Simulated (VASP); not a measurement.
A run of VASP 6.6.1 is set up as follows.

Contents of INCAR:

```
PREC = Accurate ; ENCUT = 520
EDIFF = 1E-7 ; ISMEAR = 0
SIGMA = 0.1 ; LREAL = F
LASPH = T ; NELM = 120
ALGO = Normal ; ISIF = 3
LWAVE = F ; LCHARG = F
GGA = PE ; IBRION = 2
NSW = 60 ; EDIFFG = -0.005
POTIM = 0.3
```

Contents of KPOINTS:

```
Automatic mesh
0
Gamma
  10 10 10
```

Contents of POSCAR:

```
HfN                                     
1.0
    0.0000000000      2.2674005540      2.2674005540
    2.2674005540      0.0000000000      2.2674005540
    2.2674005540      2.2674005540      0.0000000000
  Hf              N             
     1     1
Direct
     0.0000000000000000    0.0000000000000000    0.0000000000000000
     0.5000000000000000    0.5000000000000000    0.5000000000000000
```

Potentials or basis: VASP PAW PBE potentials, release 64 (Hf_pv, N).

Run with:

```bash
$ cat potpaw_PBE.64/Hf_pv/POTCAR potpaw_PBE.64/N/POTCAR > POTCAR
$ mpirun -np 1 vasp_std > vasp.out
```

Q: Estimate the band gap on the k mesh.

A: None (metal or under the smearing width).

Final structure:
```
Hf N
1.0
     0.00000    2.26740    2.26740
     2.26740    0.00000    2.26740
     2.26740    2.26740    0.00000
Hf N
1 1
Direct
  0.00000 0.00000 0.00000
  0.50000 0.50000 0.50000
```

Caveat: the relaxation stopped at its first step, so nothing moved. Spin-orbit coupling is left out, which matters for the levels of Hf.
